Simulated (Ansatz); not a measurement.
# Al: a trial structure relaxed, part 2 of 2

Where does this trial cell of Al go when cell and atoms are let free?

Ansatz 0.2.0; DFT PBE, scalar-relativistic, plane waves, PAW. Earlier steps stand in the parts before.

## Step 4: Final relaxation

The end of the coarse run is made exact in the group found at a tolerance of 0.06 Å and reduced to its primitive cell.

input.yaml reads:

```yaml
crystal:
  lattice:
    - [2.6854245002, 0.0, 0.0]
    - [0.0, 2.6854245002, 0.0]
    - [0.0, 0.0, 2.8521114983]
  atoms:
    - { symbol: Al, position: [0.0, 0.0, 0.5] }
basis:
  ecutwfc: 420
kpoints:
  mp_grid: { grid: [20, 20, 20] }
hamiltonian:
  xc: pbe
scf:
  occupations: { method: gaussian, width: 0.1 }
output:
  forces: true
  stress: true
  eigenvalues: true
relax:
  adjacent_minimum: "off"
  f_tol: 0.01
  max_steps: 80
  cell: { stress_tol: 0.05 }
```

The run is started by

```sh
$ ansatz run input.yaml --threads 1 --pin off --max-ram 2560MiB --backend cpu --events-out ev --progress --plain --runs-dir out
```

Log:

```text
Warning: RAYON_NUM_THREADS=1 ignored (pool sized by the plan → 1); use --threads N
Engine: ansatz 0.2.0, aarch64-unknown-linux-gnu
Pseudopotentials: kind: paw
Pseudopotential: Al, paw, valence charge 3, recommended cutoff 420 eV (normal), Al.paw.azcp
Functional definition: PBE
  parameter kappa = 0.804
  parameter beta = 0.06672455060314922
  exchange = pbe_x(kappa = kappa, mu = beta*pi^2/3)
  correlation = pbe_c(beta = beta)
Crystal: 1 atoms, lattice volume = 20.568 Å³
Basis set: ecut = 420 eV, 405 PW (Γ), exchange–correlation on 36×36×40 points (8 copies of the dense FFT grid, shifted against one another)
Bands: 6, of which v1, the nominal top of the filled ones, is band 2 counted from 1 (1 counted from 0)
Symmetry: 16 space group operations
Space group: P4/mmm (ITA 123), of the structure as read, at distance tolerance 2.7e-5 Å
k-points: 726 of 8000
Non-local potential: Al, projectors of the file, l = 0: 2, l = 1: 2, l = 2: 1
PAW form: soft (Blöchl's): semilocal exchange-correlation on the pseudo side does not see the compensation charge
PAW one-centre angular grid: Al, 110 points (default); XC on 64 Gauss nodes
Initial density: superposition of atomic densities (neutral atoms: chi_scale 0, normalization atom), corrected by the library's trained network
Initial wavefunctions: pseudopotential atomic-orbital guess
Functional: x = pbe(κ = 0.804, μ = 0.2195149727645171), c = pbe(β = 0.06672455060314922)
SCF iter   1: F=—  HF=-537.115083 eV  |F-HF|=—  |Δ(HF+E_count)|=         —  Δρ=1.96e-3  dr2=1.20e-3  ethr=1.77e-3  ⟨swp⟩=4.7  Hψ=39240  notcnv=0
preconditioner: auto → none  [metal: Δε(μ)=0.008 eV  Ē_g=11.780 eV  σ=0.100 eV  W_gap=0.04  n_scr=0 (ndim 8)  ℏωp=14.2 eV  f_vac=0.000  D(μ)=0.45/eV (n_scr^D=0)]
SCF iter   2: F=—  HF=-537.114902 eV  |F-HF|=—  |Δ(HF+E_count)|=   1.81e-4  Δρ=8.91e-4  dr2=2.38e-4  ethr=4.00e-5  ⟨swp⟩=1.0  Hψ=10164  notcnv=0
SCF iter   3: F=—  HF=-537.114881 eV  |F-HF|=—  |Δ(HF+E_count)|=   2.09e-5  Δρ=5.48e-5  dr2=6.58e-7  ethr=7.94e-6  ⟨swp⟩=1.9  Hψ=5232  notcnv=0
SCF iter   4: F=—  HF=-537.114873 eV  |F-HF|=—  |Δ(HF+E_count)|=   7.93e-6  Δρ=1.78e-5  dr2=5.63e-8  ethr=2.19e-8  ⟨swp⟩=2.2  Hψ=5505  notcnv=0
iter 5 did not close the SCF: its close was put off for the readings that it lacked (scf_convergence_deferred on its scf_iter line)
SCF iter   5: F=-537.114873 eV  HF=-537.114873 eV  |F-HF|=7.84e-10  |Δ(HF+E_count)|=   3.85e-8  Δρ=2.69e-6  dr2=2.12e-9  ethr=1.88e-9  ⟨swp⟩=2.1  Hψ=5375  notcnv=0
SCF iter   6: F=-537.114873 eV  HF=-537.114873 eV  |F-HF|=5.80e-11  |Δ(HF+E_count)|=  4.61e-10  Δρ=7.90e-7  dr2=1.76e-10  ethr=7.06e-11  ⟨swp⟩=2.8  Hψ=14728  notcnv=0
SCF 1 converged in 6 iterations: F = -537.114873 eV  dr2 = 1.76e-10
relax step   1: F+E_penalty+E_count = -537.11487275 eV  Δ(F+E_penalty+E_count) = +0.000e0 eV  max|allowed force component| = 0.000e0 eV/Å  Δτ_max = 0.0000 Å  P = -0.632 GPa  Ω = 20.568 Å³  (6 SCF iters, dr2 threshold 1.00e-7 eV, accepted)
Crystal: 1 atoms, lattice volume = 20.032 Å³
Basis set: ecut = 420 eV, 389 PW (Γ), exchange–correlation on 36×36×40 points (8 copies of the dense FFT grid, shifted against one another)
Initial density: handed on by an earlier stage of this run
Initial wavefunctions: those handed on with the density
iter 1 solved again at ethr=1.39e-4 eV; its pass at ethr=3.10e-3 eV (dr2=4.16e-3 eV) is discarded
SCF iter   1: F=—  HF=-537.133022 eV  |F-HF|=—  |Δ(HF+E_count)|=         —  Δρ=3.68e-3  dr2=4.26e-3  ethr=1.39e-4  ⟨swp⟩=1.0  Hψ=46323  notcnv=0
preconditioner: auto → none  [metal: Δε(μ)=0.013 eV  Ē_g=11.955 eV  σ=0.100 eV  W_gap=0.07  n_scr=0 (ndim 8)  ℏωp=14.4 eV  f_vac=0.000  D(μ)=0.41/eV (n_scr^D=0)]
SCF iter   2: F=—  HF=-537.131666 eV  |F-HF|=—  |Δ(HF+E_count)|=   1.36e-3  Δρ=1.20e-3  dr2=4.46e-4  ethr=1.39e-4  ⟨swp⟩=1.0  Hψ=4356  notcnv=0
SCF iter   3: F=—  HF=-537.131512 eV  |F-HF|=—  |Δ(HF+E_count)|=   1.54e-4  Δρ=5.97e-5  dr2=5.26e-7  ethr=1.49e-5  ⟨swp⟩=1.3  Hψ=4638  notcnv=0
SCF iter   4: F=—  HF=-537.131479 eV  |F-HF|=—  |Δ(HF+E_count)|=   3.26e-5  Δρ=1.03e-5  dr2=2.78e-8  ethr=3.33e-9  ⟨swp⟩=5.3  Hψ=22650  notcnv=0
SCF iter   5: F=-537.131479 eV  HF=-537.131479 eV  |F-HF|=1.05e-10  |Δ(HF+E_count)|=   6.84e-9  Δρ=1.01e-6  dr2=1.02e-10  ethr=9.28e-10  ⟨swp⟩=2.0  Hψ=12053  notcnv=0
SCF 2 converged in 5 iterations: F = -537.131479 eV  dr2 = 1.02e-10
relax step   2: F+E_penalty+E_count = -537.13147939 eV  Δ(F+E_penalty+E_count) = -1.661e-2 eV  max|allowed force component| = 0.000e0 eV/Å  Δτ_max = 0.0000 Å  P = +0.400 GPa  Ω = 20.032 Å³  energy of the carried Pulay correction = +1.564e-4 eV  (5 SCF iters, dr2 threshold 1.00e-7 eV, accepted)
Crystal: 1 atoms, lattice volume = 20.223 Å³
iter 1 solved again at ethr=1.07e-5 eV; its pass at ethr=3.10e-3 eV (dr2=3.21e-4 eV) is discarded
SCF iter   1: F=—  HF=-537.132291 eV  |F-HF|=—  |Δ(HF+E_count)|=         —  Δρ=1.01e-3  dr2=3.19e-4  ethr=1.07e-5  ⟨swp⟩=1.3  Hψ=42990  notcnv=0
preconditioner: auto → none  [metal: Δε(μ)=0.007 eV  Ē_g=11.888 eV  σ=0.100 eV  W_gap=0.04  n_scr=0 (ndim 8)  ℏωp=14.3 eV  f_vac=0.000  D(μ)=0.41/eV (n_scr^D=0)]
SCF iter   2: F=—  HF=-537.132186 eV  |F-HF|=—  |Δ(HF+E_count)|=   1.04e-4  Δρ=3.33e-4  dr2=3.41e-5  ethr=1.06e-5  ⟨swp⟩=1.0  Hψ=4356  notcnv=0
SCF iter   3: F=—  HF=-537.132126 eV  |F-HF|=—  |Δ(HF+E_count)|=   6.04e-5  Δρ=1.89e-5  dr2=5.03e-8  ethr=3.33e-9  ⟨swp⟩=4.5  Hψ=26134  notcnv=0
SCF iter   4: F=-537.132126 eV  HF=-537.132126 eV  |F-HF|=1.35e-11  |Δ(HF+E_count)|=   2.54e-8  Δρ=1.13e-6  dr2=2.22e-10  ethr=1.68e-9  ⟨swp⟩=1.9  Hψ=12901  notcnv=0
SCF 3 converged in 4 iterations: F = -537.132126 eV  dr2 = 2.22e-10
relax step   3: F+E_penalty+E_count = -537.13212591 eV  Δ(F+E_penalty+E_count) = -6.465e-4 eV  max|allowed force component| = 0.000e0 eV/Å  Δτ_max = 0.0000 Å  P = -0.173 GPa  Ω = 20.223 Å³  energy of the carried Pulay correction = +9.966e-5 eV  (4 SCF iters, dr2 threshold 1.00e-7 eV, accepted)
Crystal: 1 atoms, lattice volume = 20.165 Å³
iter 1 solved again at ethr=3.23e-7 eV; its pass at ethr=3.10e-3 eV (dr2=9.69e-6 eV) is discarded
SCF iter   1: F=—  HF=-537.132250 eV  |F-HF|=—  |Δ(HF+E_count)|=         —  Δρ=1.78e-4  dr2=9.72e-6  ethr=3.23e-7  ⟨swp⟩=1.8  Hψ=41392  notcnv=0
preconditioner: auto → none  [metal: Δε(μ)=0.004 eV  Ē_g=11.909 eV  σ=0.100 eV  W_gap=0.03  n_scr=0 (ndim 8)  ℏωp=14.3 eV  f_vac=0.000  D(μ)=0.41/eV (n_scr^D=0)]
SCF iter   2: F=—  HF=-537.132201 eV  |F-HF|=—  |Δ(HF+E_count)|=   4.86e-5  Δρ=5.57e-5  dr2=9.09e-7  ethr=3.23e-7  ⟨swp⟩=1.0  Hψ=4372  notcnv=0
SCF iter   3: F=-537.132201 eV  HF=-537.132201 eV  |F-HF|=4.47e-9  |Δ(HF+E_count)|=   4.13e-7  Δρ=5.30e-6  dr2=4.49e-9  ethr=3.33e-9  ⟨swp⟩=4.8  Hψ=22158  notcnv=0
SCF 4 converged in 3 iterations: F = -537.132201 eV  dr2 = 4.49e-9
relax step   4: F+E_penalty+E_count = -537.13220060 eV  Δ(F+E_penalty+E_count) = -7.469e-5 eV  max|allowed force component| = 0.000e0 eV/Å  Δτ_max = 0.0000 Å  P = -0.005 GPa  Ω = 20.165 Å³  energy of the carried Pulay correction = +1.170e-4 eV  (3 SCF iters, dr2 threshold 1.00e-7 eV, accepted)
Basis set: ecut = 420 eV, 389 PW (Γ), exchange–correlation on 40×40×40 points (8 copies of the dense FFT grid, shifted against one another)
Initial wavefunctions: pseudopotential atomic-orbital guess (no wavefunctions were taken with the density)
iter 1 solved again at ethr=1.47e-8 eV; its pass at ethr=3.10e-3 eV (dr2=4.41e-7 eV) is discarded
SCF iter   1: F=—  HF=-537.132151 eV  |F-HF|=—  |Δ(HF+E_count)|=         —  Δρ=3.56e-5  dr2=2.75e-8  ethr=1.47e-8  ⟨swp⟩=3.2  Hψ=52313  notcnv=0
preconditioner: auto → none  [metal: Δε(μ)=0.005 eV  Ē_g=11.909 eV  σ=0.100 eV  W_gap=0.03  n_scr=0 (ndim 8)  ℏωp=14.3 eV  f_vac=0.000  D(μ)=0.41/eV (n_scr^D=0)]
SCF iter   2: F=—  HF=-537.132180 eV  |F-HF|=—  |Δ(HF+E_count)|=   2.85e-5  Δρ=1.81e-5  dr2=6.81e-9  ethr=9.18e-10  ⟨swp⟩=2.0  Hψ=5471  notcnv=0
SCF iter   3: F=—  HF=-537.132180 eV  |F-HF|=—  |Δ(HF+E_count)|=   9.42e-8  Δρ=1.49e-6  dr2=1.11e-10  ethr=2.27e-10  ⟨swp⟩=2.0  Hψ=5455  notcnv=0
SCF iter   4: F=—  HF=-537.132180 eV  |F-HF|=—  |Δ(HF+E_count)|=  5.08e-10  Δρ=3.00e-7  dr2=1.09e-11  ethr=1.00e-12  ⟨swp⟩=4.8  Hψ=11046  notcnv=0
SCF iter   5: F=-537.132180 eV  HF=-537.132180 eV  |F-HF|=3.41e-13  |Δ(HF+E_count)|=  6.82e-12  Δρ=3.41e-8  dr2=1.11e-13  ethr=1.00e-12  ⟨swp⟩=3.9  Hψ=9926  notcnv=0
SCF 5 converged in 5 iterations: F = -537.132180 eV  dr2 = 1.11e-13
relax step   5: F+E_penalty+E_count = -537.13217994 eV  Δ(F+E_penalty+E_count) = +2.066e-5 eV  max|allowed force component| = 0.000e0 eV/Å  Δτ_max = 0.0000 Å  P = -0.005 GPa  Ω = 20.165 Å³  stress off target by 3.11e-2 GPa  SCF on the basis re-selected at this cell (its energy is not comparable with the rows above)  (5 SCF iters)
basis re-selected at this cell: Δ(F+E_penalty+E_count) = +2.066e-5 eV, ΔP = -0.000 GPa vs the last step (what re-selecting the basis moved, of the pressure what is left beyond the Pulay correction that the steps carried, after the strain that the cell walked since its last selection, with what the two solves' SCF thresholds leave and, on support functions, any second-order correction that the steps lacked; it is no measure of the basis error at this ecutwfc). The dense FFT grid was sized anew with the basis: this SCF ran on 20×20×20 points, the steps before it on 18×18×20, so part of this shift can come from that change (see relax.cell in the input reference). This SCF's stress stands 3.11e-2 GPa from its target on what of the cell is left free (relax.cell.stress_tol is 5.00e-2 GPa) and its largest allowed force component is 0.00e0 eV/Å (relax.f_tol is 1.00e-2 eV/Å): within both
SCF converged after 5 iterations
Free energy (F): -537.132180 eV
Harris-Foulkes:  -537.132180 eV  (|F-HF|=3.41e-13)
Internal energy: -537.130151 eV  (E = F + TS)
E sigma→0 (E₀):  -537.131165 eV
Entropy (-TS):   -0.002029 eV (-2.029 meV/atom)
Fermi energy:    5.590885 eV
--- Per-component energies (eV) ---
  E_band       = 5.640331
  E_kinetic    = 20.876170
  E_local      = 4.334728  (includes V_loc(G=0)·N_el)
  E_nonlocal   = 10.885532
  E_hartree    = 0.434594
  E_xc         = -38.738209
  E_vxc        = -27.617088  (∫ρ·V_xc dr)
  E_paw        = -467.376057  (= ΣΔE_a)
  E_vpaw       = -3.708198  (= ΣTr[D̂ρ^β])
  E_aug_tail   = -0.000002  (compensation charges beyond the density's cutoff)
  E_ewald      = -67.546907
  E_smearing   = -0.002029  (= −TS)
  E_closure    = -0.000000  (closes the sum)
  Σ components = -537.132180   (vs F -537.132180, Δ=0.00e0)
--- Forces (eV/Å), atoms counted from 1 ---
  atom   1  Al     0.00000000     0.00000000     0.00000000
  max |Σ_I F_I| component: 7.70e-33 eV/Å
--- Stress (GPa, compression-positive) ---
        0.008595       0.000000       0.000000
        0.000000       0.008595       0.000000
        0.000000       0.000000      -0.031138
  P = ⅓ Tr σ = -0.0046 GPa (-0.046 kbar)
--- Band table (eV; the first three rows and the last of 726) ---
  k-point 0: bands = ["-3.9421", "13.5419", "13.5463", "14.7182", "14.7305", "14.7305"]
  k-point 1: bands = ["-3.8927", "12.5401", "13.5876", "14.7717", "14.7717", "15.6226"]
  k-point 2: bands = ["-3.7449", "11.0943", "13.7104", "14.8953", "14.8953", "16.7604"]
  k-point 725: bands = ["8.4671", "8.4671", "8.4711", "11.1633", "11.1664", "11.1664"]
--- Relaxed structure (4 steps of the walk, 4 accepted, 1 SCFs on fresh bases) ---
  F+E_penalty+E_count = -537.13217994 eV   max|allowed force component| = 0.000e0 eV/Å   (the final SCF, on the basis selected at the relaxed cell)
  cell:  # Å, volume = 20.1647 Å³
    - [2.7215644751556387, 1.8876550521374898e-34, 0.0]
    - [1.8876550521374898e-34, 2.7215644751556387, 0.0]
    - [0.0, 0.0, 2.7224120889385346]
  atoms:
    - { symbol: Al, position: [0.0, 0.0, 0.5] }
```

Run time: 35 s. Hardware: 1 thread of Arm Neoverse V1, shared host; peak memory 0.41 GiB.

Step by step:

```
step  E - E(step 1) (eV/cell)  largest force component (eV/Å)  pressure (GPa)  volume (Å³)
   1                   0.0000                          0.0000           -0.63        20.57
   2                  -0.0166                          0.0000            0.40        20.03
   3                  -0.0173                          0.0000           -0.17        20.22
   4                  -0.0173                          0.0000            0.00        20.16
   5                  -0.0173                          0.0000            0.00        20.16
```

Step 1 is the start. Step 5 repeats the geometry before it on a plane-wave basis chosen anew for that cell, so its energy need not be comparable with the rows above.

|  | before | after | change |
| --- | --- | --- | --- |
| a (Å) | 2.685 | 2.722 | +1.3 % |
| b (Å) | 2.685 | 2.722 | +1.3 % |
| c (Å) | 2.852 | 2.722 | -4.5 % |
| volume (Å³/atom) | 20.57 | 20.16 | -2.0 % |
| shortest distance (Å) | 2.685 | 2.722 | +1.3 % |
| space group (0.01 Å) | P4/mmm | Pm-3m | changed |

## Step 5: Outcome

What follows sums up all 2 parts. Changes of volume or cell count from the first structure of part 1.

```
                              quantity                                                                      value
symmetry at the end (tolerance 0.05 Å)                                                space group Pm-3m (No. 221)
                     conventional cell  a = 2.722 Å, b = 2.722 Å, c = 2.722 Å, α = 90.00°, β = 90.00°, γ = 90.00°
                                volume                                                              20.16 Å³/atom
        energy over the standard state                                                              +0.37 eV/atom
                       gap on the mesh                                                               none (metal)
```

The symmetry goes from space group P4/mmm (No. 123) to space group Pm-3m (No. 221), and the volume per atom grows by 20.2 % from the first guess. It lies above the element's standard state, so it is metastable at best. No finished test with a distortion of lower symmetry is shown, so the end may be a saddle point.
